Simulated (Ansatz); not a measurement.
Crystal: Bi2Se3 (Paraguanajuatite).

```
Bi Se
1.0
     2.07150    1.19598    9.54533
    -2.07150    1.19598    9.54533
     0.00000   -2.39196    9.54533
Bi Se
2 3
Cartesian
  0.0000 0.0000 17.1587
  0.0000 0.0000 11.4773
  0.0000 0.0000 22.5738
  0.0000 0.0000 6.0622
  0.0000 0.0000 0.0000
```

| Property | Result |
| --- | --- |
| Program | Ansatz 0.2.0 |
| Task | relaxation of cell and atoms |
| Functional | PBE |
| Potentials or basis | Ansatz PAW |
| Cutoff | 420 eV (not typed: the program's choice for these potentials) |
| k mesh | 8 × 8 × 8 |
| Occupations | fermi-dirac, width 0.05 eV |
| Spin | no spin polarisation |

At the start: volume 28.38 Å³/atom.

Task: Where does the relaxation end?

Result: It ends after 9 steps and the volume is 31.62 Å³/atom (+11.4 %); space group R-3m (No. 166, to 0.05 Å).

Step by step:
```csv
step,energy change (eV),largest force (eV/Å),volume (Å³)
1,0.0000,0.1594,141.89
2,-0.0284,0.3660,153.79
3,-0.0641,0.0370,151.43
4,-0.0682,0.0687,151.95
5,-0.0761,0.0123,154.52
6,-0.0775,0.0010,156.57
7,-0.0777,0.0010,157.80
8,-0.0777,0.0001,158.11
9,-0.0798,0.0006,158.11
```

Final structure:
```
CELL_PARAMETERS angstrom
2.09530 1.20972 10.39652
-2.09530 1.20972 10.39652
0.00000 -2.41944 10.39652
ATOMIC_POSITIONS crystal
Bi 0.60415 0.60415 0.60415
Bi 0.39585 0.39585 0.39585
Se 0.77928 0.77928 0.77928
Se 0.22072 0.22072 0.22072
Se 0.00000 0.00000 0.00000
```

Caveat: the plane-wave basis is chosen anew once the cell has moved, so the energies of steps on either side of that aren't comparable.
